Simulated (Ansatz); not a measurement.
# InP: the cost of one run

Computed with Ansatz 0.2.0 (DFT PBEsol, scalar-relativistic, plane waves, PAW, unless a step's input says otherwise).

The COD entry's cell or inner coordinates are ideal or old and differ from later refinements, so a difference from it is no clean test against experiment.

4 further runs of the same task are left out: 4 set aside as unsound or not needed.

**1. Starting point**

Symmetry: F-43m, No. 216, cubic system. The conventional cell has a = 5.878 Å, b = 5.878 Å, c = 5.878 Å, α = 90.00°, β = 90.00°, γ = 90.00°. Around In (site symmetry -43m) lie 4 P at 2.55 Å. P (site symmetry -43m) is surrounded by 4 In at 2.55 Å.

Coordinates:

```
In P
1.0
     0.00000    2.93909    2.93909
     2.93909    0.00000    2.93909
     2.93909    2.93909    0.00000
In P
1 1
Direct
  0.00000 0.00000 0.00000
  0.75000 0.75000 0.75000
```

It is the result of an earlier relaxation at this level (volume 25.39 Å³/atom; gap on the mesh: 0.57 eV).

**2. Cutting the slab**

Miller indices refer to the conventional cell of the relaxed bulk, F-43m (No. 216): a = 5.878 Å, b = 5.878 Å, c = 5.878 Å, α = 90.00°, β = 90.00°, γ = 90.00°.

A (111) slab, 7.6 Å thick as cut, with 17 Å of vacuum; its outer planes are In (top) and P (bottom).

The slab as cut. Layers, bottom to top:

| plane | atoms per cell | height over the lowest (Å) |
| --- | --- | --- |
| 1 | P | 0.00 |
| 2 | In | 0.85 |
| 3 | P | 3.39 |
| 4 | In | 4.24 |
| 5 | P | 6.79 |
| 6 | In | 7.64 |

**3. Relaxing the clean slab**

Input file input.yaml:

```yaml
crystal:
  lattice:
    - [4.1565024026, 0.0, 0.0]
    - [-2.0782512013, 3.5996366715, 0.0]
    - [0.0, 0.0, 24.6359825008]
  atoms:
    - { symbol: P, position: [0.0, 0.0, 0.3450237879] }
    - { symbol: In, position: [0.3333333333, 0.6666666667, 0.3794629461] }
    - { symbol: P, position: [0.3333333333, 0.6666666667, 0.4827804209] }
    - { symbol: In, position: [0.6666666667, 0.3333333333, 0.5172195791] }
    - { symbol: P, position: [0.6666666667, 0.3333333333, 0.6205370539] }
    - { symbol: In, position: [0.0, 0.0, 0.6549762121] }
basis:
  ecutwfc: 420
kpoints:
  mp_grid: { grid: [9, 9, 1] }
hamiltonian:
  xc: pbesol
scf:
  occupations: { method: gaussian, width: 0.05 }
output:
  forces: true
  eigenvalues: true
  write_density: true
  write_potential: true
  elf: true
  volumetric_format: npy
relax:
  adjacent_minimum: "off"
  f_tol: 0.03
  max_steps: 70
  constraints: [{ sites: [0, 1, 2] }]
efield:
  axis: 3
  dipole_correction: true
  ramp_width: 0.04
```

The run is started by

```console
ansatz run input.yaml --threads 2 --pin off --max-ram 5120MiB --backend cpu --events-out ev --progress --plain --runs-dir out
```

What time and memory should one allow on 2 threads of Intel Xeon 6975P-C (Granite Rapids), shared host?

About 17 s, with a peak of 0.61 GiB.
